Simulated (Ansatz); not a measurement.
The cell is anatase HfO2; cell and atoms were relaxed with r2SCAN. The symmetry is I4_1/amd (No. 141, tetragonal); conventional cell a = 3.993 Å, c = 10.545 Å, 14.01 Å³ an atom. Hf has 6 O at 2.06–2.13 Å; O has 3 Hf at 2.06–2.13 Å.

5 runs of the PAW code Ansatz on this cell differ in the functional (and in the settings that go with it). Levels are in eV from each run's valence top; v1 is the last filled band, c1 the first empty one.

Run A, mean stress +0.4 GPa (compression positive):
```
point     v5     v3     v1    c1    c2    c3
    Γ  -0.75  -0.45  -0.33  6.81  7.69  8.26
    X  -2.29  -1.52  -0.10  8.45  8.45  8.64
    P  -2.49  -1.17  -0.26  8.37  8.37  8.70
    N  -1.57  -0.71  -0.40  8.34  8.46  9.07
```

Run B, mean stress +4.3 GPa (compression positive):
```
point     v5     v3     v1    c1    c2    c3
    Γ  -0.69  -0.41  -0.30  4.46  5.49  5.78
    X  -2.13  -1.43  -0.09  5.99  5.99  6.19
    P  -2.32  -1.09  -0.26  5.94  5.94  6.22
    N  -1.48  -0.66  -0.36  5.92  6.02  6.58
```

Run C, mean stress 0.0 GPa (compression positive):
```
point     v5     v3     v1    c1    c2    c3
    Γ  -0.71  -0.42  -0.31  5.02  6.00  6.35
    X  -2.16  -1.44  -0.08  6.55  6.55  6.73
    P  -2.35  -1.10  -0.25  6.48  6.48  6.77
    N  -1.48  -0.67  -0.38  6.45  6.58  7.15
```

Run D, mean stress -0.9 GPa (compression positive):
```
point     v5     v3     v1    c1    c2    c3
    Γ  -0.73  -0.43  -0.31  5.92  6.82  7.30
    X  -2.22  -1.48  -0.09  7.49  7.49  7.66
    P  -2.42  -1.14  -0.25  7.41  7.41  7.71
    N  -1.52  -0.69  -0.39  7.37  7.51  8.10
```

Run E, mean stress +0.2 GPa (compression positive):
```
point     v5     v3     v1    c1    c2    c3
    Γ  -0.75  -0.45  -0.32  6.13  7.03  7.57
    X  -2.28  -1.51  -0.09  7.76  7.76  7.94
    P  -2.48  -1.17  -0.25  7.67  7.67  8.00
    N  -1.56  -0.70  -0.40  7.64  7.77  8.37
```

Problem. Match the runs to PBE, r2SCAN, r2SCANh, HSE06, DDH-PBE0.

Solution. A is DDH-PBE0, B is PBE, C is r2SCAN, D is r2SCANh, E is HSE06. In order of the gap: PBE 4.46, r2SCAN 5.02, r2SCANh 5.92, HSE06 6.13, DDH-PBE0 6.81 eV.

Values at 0 K without nuclear motion; spin polarisation is off, and the phase may be a hypothetical one.

No spin-orbit coupling is included; it can move band edges with weight on the heavy atoms by tenths of an eV.

The stress of a hybrid is loosely converged in these runs.
